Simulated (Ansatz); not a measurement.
We consider cubic perovskite LaAlO3 (cubic high-temperature phase), described by r²SCAN in Ansatz (plane waves, PAW).

Run with plane-wave cutoff 600 eV, 6×6×6 k mesh, finite displacements, scalar-relativistic PAW data made under PBE.

Cell (relaxed at this level):

```
AlLaO3
1.0
    3.78680     0.00000     0.00000
    0.00000     3.78680     0.00000
    0.00000     0.00000     3.78680
La Al O
1 1 3
Direct
  0.00000   0.00000   0.00000
  0.50000   0.50000   0.50000
  0.50000   0.00000   0.50000
  0.00000   0.50000   0.50000
  0.50000   0.50000   0.00000
```

Predict the high-frequency dielectric constant and static dielectric constant.


* **high-frequency dielectric constant**: 4.45
* **static dielectric constant**: 32.1

Note: the relaxation could not lower the start's symmetry, so the cell can be a saddle point above a distorted one.

Spin–orbit coupling is not included.

Ansatz is a program for electronic structure.
